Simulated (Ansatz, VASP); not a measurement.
**Two plane-wave programs on LuH2**

The input INCAR:

```
SYSTEM = LuH2
PREC = Accurate
ENCUT = 600
EDIFF = 1E-6
ISMEAR = -1
SIGMA = 0.05
LREAL = .FALSE.
LASPH = .TRUE.
NELM = 100
ALGO = Normal
ISIF = 3
LWAVE = .FALSE.
LCHARG = .FALSE.
GGA = PS
IBRION = 2
NSW = 100
EDIFFG = -0.002
```

KPOINTS

```
regular mesh
0
G
  12 12 12
  0 0 0
```

Contents of POSCAR:

```
LuH2
1.0
    0.0000000000      2.5165000000      2.5165000000
    2.5165000000      0.0000000000      2.5165000000
    2.5165000000      2.5165000000      0.0000000000
Lu H
1 2
Direct
    0.0000000000      0.0000000000      0.0000000000
    0.2500000000      0.2500000000      0.2500000000
    0.7500000000      0.7500000000      0.7500000000
```

Input for Ansatz:

```yaml
crystal:
  lattice:
    - [0.0, 2.5165, 2.5165]
    - [2.5165, 0.0, 2.5165]
    - [2.5165, 2.5165, 0.0]
  atoms:
    - { symbol: Lu, position: [0.0, 0.0, 0.0] }
    - { symbol: H, position: [0.25, 0.25, 0.25] }
    - { symbol: H, position: [0.75, 0.75, 0.75] }
kpoints:
  mp_grid: { grid: [12, 12, 12] }
scf:
  occupations: { method: fermi_dirac, width: 0.05 }
hamiltonian:
  xc: pbesol
  pseudopotentials: { kind: paw }
relax:
  f_tol: 0.002
  max_steps: 80
  cell: {}
output:
  forces: true
  stress: true
```

Alike in both runs: task relaxation of cell and atoms; functional PBEsol; k mesh 12 × 12 × 12; occupations fermi-dirac, width 0.05 eV; no spin polarisation.

```csv
,VASP,Ansatz
version,VASP 6.6.1,Ansatz 0.2.0
potentials or method,"VASP PAW PBE potentials, release 64 (Lu, H)","PAW with Ansatz's default frozen-core files, scalar-relativistic"
plane-wave cutoff (eV),600,420
valence electrons in the cell,27,27
```

Ansatz gave:

```
relaxed volume (Å³/atom)                                     : 10.16
relaxed cell length with the largest relative difference (Å) : 3.506
energy change over the relaxation (meV/atom)                 : -6
```

**Question.** Estimate VASP's values.

**Answer.** Relaxed volume (Å³/atom): 10.20; relaxed cell length with the largest relative difference (Å): 3.511; energy change over the relaxation (meV/atom): -5.

Caveats: the PAW data sets were made with another functional, which shifts forces and pressure a little (VASP). The runs have no spin-orbit coupling, so splittings on Lu are missing.
